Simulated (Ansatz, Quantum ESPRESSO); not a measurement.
# Equation of state of zinc blende GaP

How stiff is zinc blende GaP under hydrostatic load? Each row scales the relaxed cell evenly and relaxes the atoms. The phase is followed to these pressures whether or not it stays the stable one.

Calculated with Quantum ESPRESSO 7.5, PBEsol, PseudoDojo 0.4.1 norm-conserving potentials, cutoff 1170 eV, Fermi–Dirac smearing 0.02 eV, k-mesh 9×9×9, no spin polarisation, no spin-orbit coupling.

Reference cell, relaxed at zero pressure with PBEsol (F-43m): a = 3.8463 Å, b = 3.8463 Å, c = 3.8463 Å, α = 60.00°, β = 60.00°, γ = 60.00°.

```
atom       x       y       z
  Ga  0.0000  0.0000  0.0000
   P  0.7500  0.7500  0.7500
```

| V (Å³/atom) | V/V0 | P (GPa) | E − E0 (meV/atom) |
| --- | --- | --- | --- |
| 19.3138 | 0.9600 | 3.789 | 9.2 |
| 19.7161 | 0.9800 | 1.793 | 2.2 |
| 20.5209 | 1.0200 | −1.603 | 2.0 |
| 20.9233 | 1.0400 | −3.041 | 7.9 |
| 21.3256 | 1.0600 | −4.328 | 17.1 |

V0 = 20.1185 Å³ an atom, where the residual pressure P0 is +0.003 GPa. **Question.** Fit the Birch–Murnaghan law and give the pressure and the energy at V = 18.9114 Å³ an atom, a row left out above.

With the Eulerian strain f = ½[(V0/V)^(2/3) − 1] and F = (P − P0)/[3f(1 + 2f)^(5/2)], the third-order law is the line F = B0 + (3/2) B0 (B′ − 4) f.

```csv
f,F (GPa)
0.01379,85.48
0.00678,85.09
−0.00656,84.37
−0.01291,83.94
−0.01905,83.51
```

A straight line through the 5 rows: the means are −0.00359 for f and 84.478 for F, Σ(Δx)² = 0.0007443 and ΣΔxΔy = 0.04406, so the slope is 0.04406/0.0007443 = 59.199 and the intercept 84.478 − (59.199)(−0.00359) = 84.691.

Hence B0 = 84.7 GPa and B′ = 4 + (59.2)/(1.5 × 84.7) = 4.47. For the withheld volume f = 0.02106, F = 85.94 GPa and P = 6.02 GPa, an extrapolation past the fitted rows. The run itself gives 6.01 GPa, so the estimate misses by 0.01 GPa, a rounding's worth.

Integrating the same law gives E − E0 = (9/2) B0 V0 f²[1 + (B′ − 4) f] + P0(V0 − V), with 1 GPa Å³ = 6.2415 meV: 21.4 meV an atom. The run itself gives 21.5 meV, so the estimate misses by 0.1 meV, a rounding's worth.

The same fit over all rows at other levels or in other programs gives B0 = 88 GPa with r2SCAN (Ansatz), 90 GPa with LDA (Quantum ESPRESSO, GBRV) and 85 GPa with PBEsol (Ansatz).

[Logs are printed without paths, hosts, clocks, repeated set-up lines and the standing remarks that a program may print on its own settings, such as how far it seeks lower states.]
